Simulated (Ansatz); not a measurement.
# TePb: stress in a strained cell

Aim: deform TePb (zz strain of -1 %) and compute stress, forces and field gradients with LAPW, PAW and all-electron datasets made for the crystal.

Program: Ansatz 0.2.0. Level of theory: DFT PBEsol, scalar-relativistic. These are calculated values, not measurements.

**1. Starting point**

Symmetry: Fm-3m, No. 225, cubic system. Conventional cell: a = 6.454 Å, b = 6.454 Å, c = 6.454 Å, α = 90.00°, β = 90.00°, γ = 90.00°. Te (site symmetry m-3m) is surrounded by 6 Pb at 3.23 Å. Around Pb (site symmetry m-3m) lie 6 Te at 3.23 Å.

As a file:

```
CELL_PARAMETERS angstrom
0.00000 3.22700 3.22700
3.22700 0.00000 3.22700
3.22700 3.22700 0.00000
ATOMIC_POSITIONS crystal
Te 0.50000 0.50000 0.50000
Pb 0.00000 0.00000 0.00000
```

Atoms are numbered in the order of the input: Te1, Pb2.

**2. After the deformation**

Space group Fm-3m before, I4/mmm after.

**3. All-electron LAPW**

The input, input.yaml:

```yaml
crystal:
  lattice:
    - [0.0, 3.227, 3.19473]
    - [3.227, 0.0, 3.19473]
    - [3.227, 3.227, 0.0]
  atoms:
    - { symbol: Te, position: [0.5, 0.5, 0.5] }
    - { symbol: Pb, position: [0.0, 0.0, 0.0] }
kpoints:
  mp_grid: { grid: [10, 10, 10] }
  band_path:
    path:
      - [0.0, 0.0, 0.0]
      - [0.0, 0.5, 0.5]
      - [0.25, 0.75, 0.5]
      - [0.0, 0.5, 0.0]
      - [0.0, 0.0, 0.0]
      - [0.5, 0.5, 0.0]
      - [0.3775380063, 0.6224619937, 0.0]
      - [-0.3775380063, 0.3775380063, 0.0]
      - [0.0, 0.0, 0.0]
    npoints: 5
scf:
  occupations: { method: fermi_dirac, width: 0.03 }
hamiltonian:
  xc: pbesol
  pseudopotentials: { kind: all_electron, lapw: { basis_error: 0.0005 } }
output:
  forces: true
  stress: true
  eigenvalues: true
```

Started as:

```sh
ansatz run input.yaml --threads 1 --pin off --max-ram 3072MiB --backend cpu --events-out ev --progress --plain --runs-dir out
```

**4. Frozen-core PAW**

The input, input.yaml:

```yaml
crystal:
  lattice:
    - [0.0, 3.227, 3.19473]
    - [3.227, 0.0, 3.19473]
    - [3.227, 3.227, 0.0]
  atoms:
    - { symbol: Te, position: [0.5, 0.5, 0.5] }
    - { symbol: Pb, position: [0.0, 0.0, 0.0] }
kpoints:
  mp_grid: { grid: [10, 10, 10] }
scf:
  occupations: { method: fermi_dirac, width: 0.03 }
hamiltonian:
  xc: pbesol
  pseudopotentials: { kind: paw }
output:
  forces: true
  stress: true
  eigenvalues: true
  efg: { contact_densities: true }
```

**5. Datasets made for this crystal**

Changes to input.yaml since step 4:

```diff
@@ -14,3 +14,3 @@
   xc: pbesol
-  pseudopotentials: { kind: paw }
+  pseudopotentials: { kind: all_electron, datasets: crystal }
 output:
```

(Steps that only read results are left out.)

What does the calculation give? Wanted: pressure; largest shear or deviatoric stress.

**Answer**, as computed:

| quantity | value |
| --- | --- |
| pressure | LAPW 0.24, PAW 0.23, crystal datasets 0.24 GPa |
| largest shear or deviatoric stress (LAPW) | 0.85 GPa |

In words: The largest part of the stress beyond the pressure is 0.85 GPa in size, in the zz component; the atoms are carried along and not relaxed. No run of the undeformed cell stands beside it, so the pressure holds what the given cell had before the change. PAW: stress within 0.01 GPa of LAPW. Crystal datasets: stress within 0.01 GPa of LAPW. Spin-orbit coupling is left out, though the cell holds Pb; in elements this heavy it can shift bands and gaps by tenths of an eV.
